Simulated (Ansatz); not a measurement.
V:

```
V
1.0
     2.60429    0.00000    0.00000
    -1.30215    2.25538    0.00000
     0.00000    0.00000    4.72334
V
2
Direct
  0.33333 0.66667 0.25000
  0.66667 0.33333 0.75000
```

This isn't the form of V at room conditions, which is bcc.

- Program: Ansatz 0.2.0
- Task: relaxation of cell and atoms
- Functional: PBEsol
- Potentials or basis: all-electron LAPW, scalar-relativistic
- Basis error allowed: 0.001 eV/atom
- k mesh: 12 × 12 × 6
- Occupations: fermi-dirac, width 0.05 eV
- Spin: collinear spin, ferromagnetic start
- Starting moments: [2.0, 2.0] μB

At the start: volume 13.87 Å³/atom.

Problem. Where does the relaxation end?

Solution. Over 6 steps the energy falls by 13.3 meV/atom and the volume is 13.30 Å³/atom (-4.1 %); space group P6_3/mmc (No. 194, to 0.05 Å); moment 0.00 μB per cell.

The path:
| step | energy change (eV) | largest force (eV/Å) | volume (Å³) |
| --- | --- | --- | --- |
| 1 | 0.0000 | 0.0000 | 27.74 |
| 2 | -0.0219 | 0.0000 | 26.29 |
| 3 | -0.0263 | 0.0000 | 26.66 |
| 4 | -0.0265 | 0.0000 | 26.64 |
| 5 | -0.0266 | 0.0000 | 26.61 |
| 6 | -0.0266 | 0.0000 | 26.61 |

Final structure:
```
V
1.0
     2.56909    0.00000    0.00000
    -1.28454    2.22490    0.00000
     0.00000    0.00000    4.65503
V
2
Direct
  0.33333 0.66667 0.25000
  0.66667 0.33333 0.75000
```

Caveat: the starting moments weren't kept.
